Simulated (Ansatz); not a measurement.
## H in Ga

Theory: DFT PBE, scalar-relativistic, plane waves, PAW in Ansatz 0.2.0.

Cutoff 420 eV; k points 8×8×8 on the computed 6-atom cell (Γ-centred); Gaussian smearing, width 0.10 eV; no spin polarisation for the host; each changed cell takes a mesh and smearing chosen by its own gap and starts from the host's moments or customary ones, or runs without spin. Cells and atoms are relaxed to the nearest stationary point that keeps the symmetry of their start (forces under 0.02 to 0.04 eV/Å, stress under 0.1 to 0.2 GPa); energies are at zero smearing, without zero-point or thermal terms.

Relaxed host (gap on the mesh 0 eV):

```
CELL_PARAMETERS angstrom
-3.05199 3.05199 3.05199
3.05199 -3.05199 3.05199
3.05199 3.05199 -3.05199
ATOMIC_POSITIONS crystal
Ga 0.25000 0.62500 0.37500
Ga 0.37500 0.25000 0.62500
Ga 0.75000 0.87500 0.12500
Ga 0.12500 0.75000 0.87500
Ga 0.62500 0.37500 0.25000
Ga 0.87500 0.12500 0.75000
```

Cases: (1) 1 H in a 1×1×1 repeat of the cell, at (0.500 0.000 0.833) in fractions of that repeat, 2.11 Å from the nearest atom of the relaxed host; (2) 1 H in a 1×1×1 repeat of the cell, at (0.917 0.667 0.250) in fractions of that repeat, 1.78 Å from the nearest atom of the relaxed host; (3) 6 H in a 1×1×1 repeat of the cell, at (0.625 0.750 0.375), (0.250 0.125 0.875), (0.875 0.250 0.125), (0.750 0.375 0.625), (0.375 0.625 0.750), (0.125 0.875 0.250) in fractions of that repeat, 1.87 Å from the nearest atom of the relaxed host; (4) 1 H in a 1×1×1 repeat of the cell, at (0.625 0.750 0.375) in fractions of that repeat, 1.87 Å from the nearest atom of the relaxed host.

The table gives the energy per H taken from half an H2 molecule (negative: uptake is favourable), the swelling and the final surroundings.

```
case formula energy per H (eV)  ΔV (%) principal strains (%) nearest host atoms of the first H
   1     Ga6H               0.55    +4.9         +2.4 +1.2 +1.2                 3 (Ga) from 1.91 Å
   2     Ga6H               0.81    +6.2         +8.1 +0.3 -2.1                 3 (Ga) from 1.89 Å
   3      GaH               0.82   +29.5         +9.0 +9.0 +9.0                 4 (Ga) from 2.04 Å
   4     Ga6H               0.75    +4.3         +1.9 +1.9 +0.5                 4 (Ga) from 2.01 Å
```

Each ion keeps what symmetry its start has, so a lower place off a symmetric site can be missed, above all for H.

Relaxed structure of case 1, the lowest per ion:

```yaml
crystal:
  lattice:
    - [-3.10107, 3.07623, 3.10107]
    - [3.07623, -3.10107, 3.10107]
    - [3.12591, 3.12591, -3.12591]
  atoms:
    - { symbol: Ga, position: [0.16802, 0.59147, 0.36155] }
    - { symbol: Ga, position: [0.42345, 0.33198, 0.69353] }
    - { symbol: Ga, position: [0.78858, 0.91995, 0.19035] }
    - { symbol: Ga, position: [0.13137, 0.71142, 0.90178] }
    - { symbol: Ga, position: [0.58005, 0.36863, 0.27041] }
    - { symbol: Ga, position: [0.90853, 0.07655, 0.77008] }
    - { symbol: H, position: [0.50000, 0.00000, 0.64564] }
```

This form of Ga (I-43d) lies 0.03 eV/atom over the element's standard state.

In Ga6H a bond of the host changes by more than 0.6 Å or the volume by a third: the framework has rearranged or swollen or shrunk strongly, and the figure may no longer describe a topotactic step.

Cost: 5 runs of about 9 core-minutes in all, on Intel Xeon Platinum 8581C (Emerald Rapids) (shared hosts).